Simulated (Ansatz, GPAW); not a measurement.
This is a calculation of Pt for GPAW 26.7.0 (ASE script). 

Contents of run.py:

```python
from ase.dft.bandgap import bandgap
from ase.io import read, write
from ase.units import GPa
from gpaw import GPAW, PW

atoms = read('Pt.xyz')

calc = GPAW(mode=PW(600),
            xc='PBE',
            kpts={'size': (12, 12, 12), 'gamma': True},
            occupations={'name': 'methfessel-paxton', 'order': 0, 'width': 0.012},
            nbands=17,
            convergence={'density': 1e-05, 'energy': 1e-05},
            maxiter=150,
            txt='gpaw.txt')
atoms.calc = calc
energy = atoms.get_potential_energy()
forces = atoms.get_forces()
stress = atoms.get_stress()
calc.write('gs.gpw')
write('result.traj', atoms)
print(f'Energy: {energy:.6f} eV')
print('Forces (eV/A):')
print(forces.round(4))
print('Stress (GPa):', (stress / GPa).round(3))
print('Fermi level:', round(calc.get_fermi_level(), 4), 'eV')
print(f'Gap: {bandgap(calc)[0]:.4f} eV, direct: {bandgap(calc, direct=True)[0]:.4f} eV')
```

Pt.xyz

```xyz
1
Lattice="0.0000000000 1.9609000000 1.9609000000 1.9609000000 0.0000000000 1.9609000000 1.9609000000 1.9609000000 0.0000000000" Properties=species:S:1:pos:R:3 pbc="T T T"
Pt     0.0000000000      0.0000000000      0.0000000000
```

Potentials or basis: GPAW PAW data sets (gpaw-data 1.2.1), pw.

Command:

```console
$ OMP_NUM_THREADS=1 python run.py
```

Question: What does the same run look like in Ansatz 0.2.0? Potentials or basis there: Ansatz PAW, cutoff 420 eV.

Answer: As run (cutoffs and basis follow the program's own potentials, and thresholds, step limits or extra output files can differ):

input.yaml

```yaml
crystal:
  lattice:
    - [0.0, 1.9609, 1.9609]
    - [1.9609, 0.0, 1.9609]
    - [1.9609, 1.9609, 0.0]
  atoms:
    - { symbol: Pt, position: [0.0, 0.0, 0.0] }
hamiltonian:
  xc: pbe
  pseudopotentials: { kind: paw }
kpoints:
  mp_grid: { grid: [12, 12, 12] }
scf:
  occupations: { method: gaussian, width: 0.012 }
output:
  forces: true
  stress: true
  eigenvalues: true
  write_density: true
  write_potential: true
  elf: true
  volumetric_format: npy
```

Potentials or basis: Ansatz PAW.

Launch:

```bash
$ ansatz run input.yaml --threads 2 --pin off --max-ram 5632MiB --backend cpu --events-out ev --progress --plain --runs-dir out
```

Both were run:

|  | GPAW | Ansatz |
| --- | --- | --- |
| Pressure | 9.7 GPa | 10.2 GPa |

Ansatz's pressure holds a Pulay term of +0.08 GPa for its cutoff of 420 eV, which the other run lacks.

The potentials hold 16 and 18 valence electrons a cell.

Where Ansatz's input types no cutoff or centring, it takes its own default and a Γ-centred mesh.

The two runs disagree by more than potentials and bases usually give (in gap, levels, pressure or energy); the cause wasn't traced.

Pressure is positive in compression.
